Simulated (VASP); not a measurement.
# BaS (Imm2) in VASP: further runs

The runs below take BaS through single point, with PBEsol.

Program: VASP 6.6.1. These are calculated values, not measurements. Logs are shortened: lines on timing, memory, paths and dates and some standing lists are left out, and cuts for length are marked.

### Step 1. The cell of the first run

It takes space group Imm2 (No. 44, orthorhombic). Conventional cell: a = 4.478 Å, b = 6.333 Å, c = 4.478 Å, α = 90.00°, β = 90.00°, γ = 90.00°. Ba (site symmetry mm2) is surrounded by 6 S at 3.11 to 3.23 Å. Around S (site symmetry mm2) lie 6 Ba at 3.11 to 3.23 Å.

### Step 2. Single point, PBEsol (all Ba atoms moved +0.087 Å, as atom 1 along Cartesian [1 -1 0])

INCAR reads:

```
SYSTEM = BaS
  PREC = Accurate
  ENCUT = 520
  EDIFF = 1E-6
  ISMEAR = 0
  SIGMA = 0.05
  LREAL = .FALSE.
  LASPH = .TRUE.
  NELM = 100
  ALGO = Fast
  ISIF = 2
  LWAVE = .FALSE.
  LCHARG = .TRUE.
  GGA = PS
  LELF = .TRUE.
  LVHAR = .TRUE.
  NBANDS = 15
```

KPOINTS reads:

```
Automatic mesh
0
G
  8 8 8
  0 0 0
```

POSCAR reads:

```
BaS
1.0
    0.0000000000      3.1663007200      3.1663007200
    3.1663007200      0.0000000000      3.1663007200
    3.1663007200      3.1663007200      0.0000000000
Ba S
1 1
Direct
   -0.0195407350      0.0195407350      0.0000000000
    0.5000000000      0.5000000000      0.5000000000
```

Potentials or basis: VASP PAW PBE potentials, release 64 (Ba_sv, S).

Launch:

```console
cat potpaw_PBE.64/Ba_sv/POTCAR potpaw_PBE.64/S/POTCAR > POTCAR
mpirun -np 1 vasp_std > vasp.out
```

OUTCAR:

```text
SYSTEM = BaS
   PREC = Accurate
   ENCUT = 520
   EDIFF = 1E-6
   ISMEAR = 0
   LREAL = .FALSE.
   LASPH = .TRUE.
   NELM = 100
   ISIF = 2
   GGA = PS

 ion  position               nearest neighbor table
   1  0.980  0.020  0.000-   2 3.11   2 3.11   2 3.17   2 3.17   2 3.23   2 3.23
   2  0.500  0.500  0.500-   1 3.11   1 3.11   1 3.17   1 3.17   1 3.23   1 3.23

  LATTYP: Found a face centered cubic cell.
 ALAT       =     6.3326014400

  Lattice vectors:

 A1 = (   0.0000000000,   3.1663007200,   3.1663007200)
 A2 = (   3.1663007200,   0.0000000000,   3.1663007200)
 A3 = (   3.1663007200,   3.1663007200,   0.0000000000)

Analysis of symmetry for initial positions (statically):
=====================================================================
 Subroutine PRICEL returns:
 Original cell was already a primitive cell.

 Routine SETGRP: Setting up the symmetry group for a
 face centered cubic supercell.

 Subroutine GETGRP returns: Found  4 space group operations
 (whereof  4 operations were pure point group operations)
 out of a pool of 48 trial point group operations.

The static configuration has the point symmetry C_2v.

Analysis of symmetry for dynamics (positions and initial velocities):
=====================================================================
 Subroutine PRICEL returns:
 Original cell was already a primitive cell.

 Routine SETGRP: Setting up the symmetry group for a
 face centered cubic supercell.

 Subroutine GETGRP returns: Found  4 space group operations
 (whereof  4 operations were pure point group operations)
 out of a pool of 48 trial point group operations.

The dynamic configuration has the point symmetry C_2v.

 Subroutine INISYM returns: Found  4 space group operations
 (whereof  4 operations are pure point group operations),
 and found     1 'primitive' translations

----------------------------------------------------------------------------------------

                                     Primitive cell

  volume of cell :      63.4872

  direct lattice vectors                    reciprocal lattice vectors
     0.000000000  3.166300720  3.166300720    -0.157912986  0.157912986  0.157912986
     3.166300720  0.000000000  3.166300720     0.157912986 -0.157912986  0.157912986
     3.166300720  3.166300720  0.000000000     0.157912986  0.157912986 -0.157912986

  length of vectors
     4.477825421  4.477825421  4.477825421     0.273513314  0.273513314  0.273513314

  position of ions in fractional coordinates (direct lattice)
     0.980459265  0.019540735  0.000000000
     0.500000000  0.500000000  0.500000000

  ion indices of the primitive-cell ions
   primitive index   ion index
                 1           1
                 2           2

----------------------------------------------------------------------------------------

 KPOINTS: Automatic mesh

Automatic generation of k-mesh.
 Grid dimensions read from file:
 generate k-points for:    8    8    8

 Generating k-lattice:

  Cartesian coordinates                     Fractional coordinates (reciprocal lattice)
    -0.019739123  0.019739123  0.019739123     0.125000000  0.000000000  0.000000000
     0.019739123 -0.019739123  0.019739123     0.000000000  0.125000000  0.000000000
     0.019739123  0.019739123 -0.019739123     0.000000000  0.000000000  0.125000000

  Length of vectors
     0.034189164  0.034189164  0.034189164

  Shift w.r.t. Gamma in fractional coordinates (k-lattice)
     0.000000000  0.000000000  0.000000000

 Subroutine IBZKPT returns following result:
 ===========================================

 Found     95 irreducible k-points:

 Following reciprocal coordinates:
            Coordinates               Weight
  0.000000  0.000000  0.000000      1.000000
  0.125000  0.000000  0.000000      4.000000
  0.000000  0.000000  0.125000      4.000000
  0.250000  0.000000  0.000000      4.000000
  0.000000  0.000000  0.250000      4.000000
  0.375000  0.000000  0.000000      4.000000
[... 16 lines left out ...]
  0.125000  0.125000 -0.375000      4.000000
 -0.375000  0.125000  0.000000      4.000000
 [... further k-points ...]
   k-points           NKPTS =     95   k-points in BZ     NKDIM =     95   number of bands    NBANDS=     15
   number of dos      NEDOS =    301   number of ions     NIONS =      2
   total plane-waves  NPLWV =  46656
   dimension x,y,z NGX =    36 NGY =   36 NGZ =   36
   dimension x,y,z NGXF=    72 NGYF=   72 NGZF=   72
   ions per type =               1   1
   NGX,Y,Z   is equivalent  to a cutoff of  13.37, 13.37, 13.37 a.u.
   NGXF,Y,Z  is equivalent  to a cutoff of  26.73, 26.73, 26.73 a.u.
 SYSTEM =  BaS
   PREC   = accura    normal or accurate (medium, high low for compatibility)
   ISTART =      0    job   : 0-new  1-cont  2-samecut
   ICHARG =      2    charge: 1-file 2-atom 10-const
   ISPIN  =      1    spin polarized calculation?
   LNONCOLLINEAR =      F non collinear calculations
   LSORBIT =      F    spin-orbit coupling
   LASPH  =      T    aspherical Exc in radial PAW
   ENCUT  =  520.0 eV  38.22 Ry    6.18 a.u.   8.33  8.33  8.33*2*pi/ulx,y,z
   NELM   =    100;   NELMIN=  2; NELMDL= -5     # of ELM steps
   EDIFF  = 0.1E-05   stopping-criterion for ELM
   LREAL  =      F    real-space projection
   EDIFFG = 0.1E-04   stopping-criterion for IOM
   NSW    =      0    number of steps for IOM
   IBRION =     -1    ionic relax: 0-MD 1-quasi-New 2-CG
   NFREE  =      0    steps in history (QN), initial steepest desc. (CG)
   ISIF   =      2    stress and relaxation
   ISYM   =      2    0-nonsym 1-usesym 2-fastsym
   POTIM  = 0.5000    time-step for ionic-motion
   TEBEG  =    0.0;   TEEND  =   0.0 temperature during run
   PSTRESS=    0.0 pullay stress
   NELECT =      16.0000    total number of electrons
   NUPDOWN=      -1.0000    fix difference up-down
   EMIN   =  10.00;   EMAX   =-10.00  energy-range for DOS
   EFERMI =   0.00;   METHOD = LEGACY
   ISMEAR =     0;   SIGMA  =   0.05  broadening in eV -4-tet -1-fermi 0-gaus
   EFERMI_NEDOS =   21; number of points for ismear=-14 and -15
   IALGO  =     68    algorithm
   IMIX   =      4    mixing-type and parameters
     AMIX     =   0.40;   BMIX     =  1.00
     AMIX_MAG =   1.60;   BMIX_MAG =  1.00
  volume/ion in A,a.u.               =      31.74       214.22
  Fermi-wavevector in a.u.,A,eV,Ry     =   1.034076  1.954121 14.548903  1.069314
  Thomas-Fermi vector in A             =   2.168354
   LORBIT       =      0    0 simple, 1 ext, 2 COOP (PROOUT), +10 PAW based schemes
   GGA     = PS    functional components
   LHFCALC =     F    Hartree Fock is set to
   AEXX    =    0.0000 exact exchange contribution
   IVDW    =     0    specifies the selected vdW correction
   LEPSILON=     F    determine dielectric tensor
   LRPA    =     F    only Hartree local field effects (RPA)
 non-spin polarized calculation
 RMM-DIIS sequential band-by-band and
 Gauss-broadening in eV      SIGMA  =   0.05
  energy-cutoff  :      520.00
  volume of cell :       63.49
 maximum number of plane-waves:      1727
 NGX is ok and might be reduce to    36
   NGX = 17   NGY = 17   NGZ = 17

 number of electron      15.9999999 magnetization

 Free energy of the ion-electron system (eV)
  ---------------------------------------------------
  ext. energy  EPLUGINS =         0.00000000
  ---------------------------------------------------
  free energy    TOTEN  =       -10.70886799 eV

  energy without entropy =      -10.70886799  energy(sigma->0) =      -10.70886799

 E-fermi :   1.7119     XC(G=0):  -8.9304

 val. band max:        1.4666339652   @ k =   0.0000   0.0000   0.0000
 cond. band min:       3.4334803309   @ k =   0.0000   0.5000   0.5000
 fundamental gap:      1.9668463658
 Fermi energy:         1.7118929074

 k-point     1 :       0.0000    0.0000    0.0000
  band No.  band energies     occupation
      1     -24.4757      2.00000
      2      -9.5326      2.00000
      3      -9.5170      2.00000
      4      -9.5147      2.00000
      5      -8.8995      2.00000
      6       1.4632      2.00000
      7       1.4633      2.00000
      8       1.4666      2.00000
      9       5.0097      0.00000
     10       5.2608      0.00000
     11       5.2820      0.00000
     12       5.2876      0.00000
     13       6.2544      0.00000
     14       6.2689      0.00000
     15      10.0210      0.00000

 k-point     2 :       0.1250    0.0000    0.0000
  band No.  band energies     occupation
      1     -24.4681      2.00000
      2      -9.8966      2.00000
      3      -9.5234      2.00000
      4      -9.5222      2.00000
      5      -8.5213      2.00000
      6       1.0236      2.00000
      7       1.2420      2.00000
      8       1.2459      2.00000
      9       5.2552      0.00000
     10       5.5023      0.00000
     11       5.5134      0.00000
     12       5.6609      0.00000
     13       6.7426      0.00000
     14       6.7480      0.00000
     15      10.6785      0.00000

 k-point     3 :       0.0000    0.0000    0.1250
  band No.  band energies     occupation
      1     -24.4681      2.00000
      2      -9.8978      2.00000
      3      -9.5245      2.00000
      4      -9.5219      2.00000
      5      -8.5191      2.00000
      6       1.0159      2.00000
      7       1.2420      2.00000
      8       1.2593      2.00000
      9       5.2475      0.00000
     10       5.5015      0.00000
     11       5.5062      0.00000
     12       5.6539      0.00000
     13       6.7420      0.00000
     14       6.7662      0.00000
     15      10.6779      0.00000
[... 343 lines left out ...]
 k-point    23 :       0.1250    0.1250   -0.3750
  band No.  band energies     occupation
      1     -24.4210      2.00000
      2     -10.7215      2.00000
      3      -9.6217      2.00000
      4      -9.5869      2.00000
      5      -7.6613      2.00000
      6      -0.3473      2.00000
      7       0.4077      2.00000
      8       0.4855      2.00000
      9       6.0789      0.00000
     10       7.1710      0.00000
     11       7.9579      0.00000
     12       8.2113      0.00000
     13       9.7394      0.00000
     14      10.2692      0.00000
     15      10.6893      0.00000

 k-point    24 :      -0.3750    0.1250    0.0000
  band No.  band energies     occupation
      1     -24.4237      2.00000
      2     -10.6910      2.00000
      3      -9.6431      2.00000
      4      -9.5607      2.00000
      5      -7.6747      2.00000
      6      -0.3560      2.00000
      7       0.3622      2.00000
      8       0.6034      2.00000
      9       6.2092      0.00000
     10       7.1592      0.00000
     11       7.2110      0.00000
     12       8.1858      0.00000
     13       9.1957      0.00000
     14      10.5014      0.00000
     15      11.1474      0.00000

 [... further k-points ...]

------------------------ aborting loop because EDIFF is reached ----------------------------------------

  FORCE on cell =-STRESS in cart. coord.  units (eV):
  Direction    XX          YY          ZZ          XY          YZ          ZX
  --------------------------------------------------------------------------------------
  -------------------------------------------------------------------------------------
  Total        0.3211380      0.3211380      0.2423123      0.0155592      0.0000000      0.0000000
  in kB        8.1043061      8.1043061      6.1150434      0.3926557      0.0000000      0.0000000
  external PRESSURE =       7.4412185 kB  Pullay stress =       0.0000000 kB

 VOLUME and BASIS-vectors are now :
 -----------------------------------------------------------------------------
  energy-cutoff  :      520.00
  volume of cell :       63.49
      direct lattice vectors                 reciprocal lattice vectors
     0.000000000  3.166300720  3.166300720    -0.157912986  0.157912986  0.157912986
     3.166300720  0.000000000  3.166300720     0.157912986 -0.157912986  0.157912986
     3.166300720  3.166300720  0.000000000     0.157912986  0.157912986 -0.157912986

 POSITION                                       TOTAL-FORCE (eV/Angst)
 -----------------------------------------------------------------------------------
      0.06187      3.10443      3.16630        -0.137890      0.137890      0.000000
      3.16630      3.16630      3.16630         0.137890     -0.137890      0.000000
 -----------------------------------------------------------------------------------
    total drift:                                0.000083     -0.000083      0.000000

  FREE ENERGIE OF THE ION-ELECTRON SYSTEM (eV)
  ---------------------------------------------------
  free  energy   TOTEN  =       -10.7088679868 eV

  energy  without entropy=      -10.7088679868  energy(sigma->0) =      -10.70886799
```

Run time: 2.2 min. Hardware: 1 thread of Intel Xeon Platinum 8488C (Sapphire Rapids), shared host; peak memory 0.26 GiB.

Results:

* Free energy: -10.7089 eV
* Pressure: 0.7 GPa
* Largest force: 0.195 eV/Å
* Band gap on the k mesh: 1.97 eV, indirect (least direct gap 2.08 eV)

Forces on the atoms (eV/Å):
```
Ba  -0.138  0.138  0.000
S    0.138 -0.138  0.000
```

Caveat: the PAW data sets were made with another functional, which shifts forces and pressure a little; spin-orbit coupling is left out, which moves the levels of the heavy elements.

### Step 3. Single point, PBEsol (all Ba atoms moved -0.050 Å, as atom 1 along Cartesian [1 -1 0])

INCAR reads:

```
PREC = Accurate
ENCUT = 520
EDIFF = 1E-6
ISMEAR = 0
SIGMA = 0.05
LREAL = F
LASPH = T
NELM = 100
ALGO = Fast
ISIF = 2
LWAVE = F
LCHARG = F
GGA = PS
NBANDS = 15
```

KPOINTS reads:

```
Automatic mesh
0
Gamma
  8 8 8
```

Edit POSCAR of step 2 so:

```diff
@@ -8,3 +8,3 @@
 Direct
-   -0.0195407350      0.0195407350      0.0000000000
+    0.0111661343     -0.0111661343      0.0000000000
     0.5000000000      0.5000000000      0.5000000000
```

Potentials or basis: VASP PAW PBE potentials, release 64 (Ba_sv, S).

Launch:

```console
cat potpaw_PBE.64/Ba_sv/POTCAR potpaw_PBE.64/S/POTCAR > POTCAR
mpirun -np 1 vasp_std > vasp.out
```

Wall time 2 min (1 thread of Intel Xeon Platinum 8488C (Sapphire Rapids), shared host); peak memory 0.26 GiB.

The run converged. Its results:

| Property | Result |
| --- | --- |
| Free energy | -10.7146 eV |
| Pressure | 0.7 GPa |
| Largest force | 0.110 eV/Å |
| Band gap on the k mesh | 1.94 eV, indirect (least direct gap 2.07 eV) |

Forces on the atoms (eV/Å):
```
Ba   0.078 -0.078  0.000
S   -0.078  0.078  0.000
```

Levels at points of the mesh, in eV from the valence-band top:
```
           k point  band 4  band 5  band 6  band 7  band 8  band 9  band 10  band 11  band 12  band 13
(0.00, 0.00, 0.00)  -10.99  -10.38    0.00    0.00    0.00    3.54     3.79     3.79     3.80     4.77
(0.50, 0.00, 0.00)  -11.03   -8.99   -2.05   -1.16   -1.16    5.52     5.65     6.36     6.37     8.88
(0.00, 0.00, 0.50)  -11.03   -8.99   -2.05   -1.15   -1.15    5.55     5.60     6.36     6.37     8.87
(0.50, 0.50, 0.00)  -11.21  -10.29   -0.50   -0.13   -0.12    1.95     5.98     6.08     7.63     7.63
(0.00, 0.50, 0.50)  -11.21  -10.29   -0.50   -0.13   -0.12    1.94     5.98     6.08     7.63     7.63
```

Caveat: the PAW data sets were made with another functional, which shifts forces and pressure a little; spin-orbit coupling is left out, which moves the levels of the heavy elements.

### Step 4. Single point, PBEsol (all Ba atoms moved -0.100 Å, as atom 1 along Cartesian [1 -1 0])

INCAR reads:

```
ALGO = Fast
EDIFF = 1E-6
ENCUT = 520
GGA = PS
ISIF = 2
ISMEAR = 0
LASPH = True
LCHARG = False
LREAL = False
LWAVE = False
NBANDS = 15
NELM = 60
PREC = Accurate
SIGMA = 0.05
```

KPOINTS reads:

```
k-points
0
Gamma
  8 8 8
```

Edit POSCAR of step 3 so:

```diff
@@ -8,3 +8,3 @@
 Direct
-    0.0111661343     -0.0111661343      0.0000000000
+    0.0223322686     -0.0223322686      0.0000000000
     0.5000000000      0.5000000000      0.5000000000
```

Launch:

```console
cat potpaw_PBE.64/Ba_sv/POTCAR potpaw_PBE.64/S/POTCAR > POTCAR
mpirun -np 1 vasp_std > vasp.out
```

It took 87 s on 1 thread of Intel Xeon Platinum 8488C (Sapphire Rapids), shared host; peak memory 0.26 GiB.

The run converged. Its results:

```
Free energy            : -10.7062 eV
Pressure               : 0.8 GPa
Largest force          : 0.224 eV/Å
Band gap on the k mesh : 1.98 eV, indirect (least direct gap 2.09 eV)
```

Forces in eV/Å, atoms in the order of the input:
```
Ba   0.158 -0.158  0.000
S   -0.158  0.158  0.000
```

Stress tensor (GPa, compression positive):
```
0.85 0.05 0.00
0.05 0.85 0.00
0.00 0.00 0.60
```

Levels at points of the mesh, in eV from the valence-band top:
```tsv
k point	band 4	band 5	band 6	band 7	band 8	band 9	band 10	band 11	band 12	band 13
(0.00, 0.00, 0.00)	-10.98	-10.36	0.00	0.00	0.00	3.55	3.80	3.83	3.83	4.79
(0.50, 0.00, 0.00)	-11.02	-8.98	-2.04	-1.15	-1.14	5.47	5.72	6.36	6.38	8.78
(0.00, 0.00, 0.50)	-11.02	-8.98	-2.04	-1.14	-1.13	5.56	5.58	6.36	6.39	8.76
(0.50, 0.50, 0.00)	-11.20	-10.26	-0.49	-0.15	-0.11	2.00	6.00	6.08	7.64	7.64
(0.00, 0.50, 0.50)	-11.19	-10.25	-0.49	-0.13	-0.11	1.98	6.00	6.09	7.60	7.64
```

Caveat: the PAW data sets were made with another functional, which shifts forces and pressure a little; spin-orbit coupling is left out, which moves the levels of the heavy elements. A k mesh can miss the band edges.

### Step 5. Summary

| cell | gap on the mesh (eV) | pressure (GPa) | largest force (eV/Å) |
| --- | --- | --- | --- |
| all Ba atoms moved +0.087 Å, as atom 1 along Cartesian [1 -1 0] | 1.97 | 0.7 | 0.20 |
| all Ba atoms moved -0.050 Å, as atom 1 along Cartesian [1 -1 0] | 1.94 | 0.7 | 0.11 |
| all Ba atoms moved -0.100 Å, as atom 1 along Cartesian [1 -1 0] | 1.98 | 0.8 | 0.22 |

Alike in all rows: task single point; level PBEsol; potentials or basis VASP PAW PBE potentials, release 64 (Ba_sv, S); no spin polarisation; k mesh 8 × 8 × 8; cutoff (eV) 520; smearing gaussian 0.05 eV.

Caveats: the PAW data sets were made with another functional, which shifts forces and pressure a little; spin-orbit coupling is left out, which moves the levels of the heavy elements.

Total energies depend on the potentials used, so only differences within one code and one set of settings carry meaning.
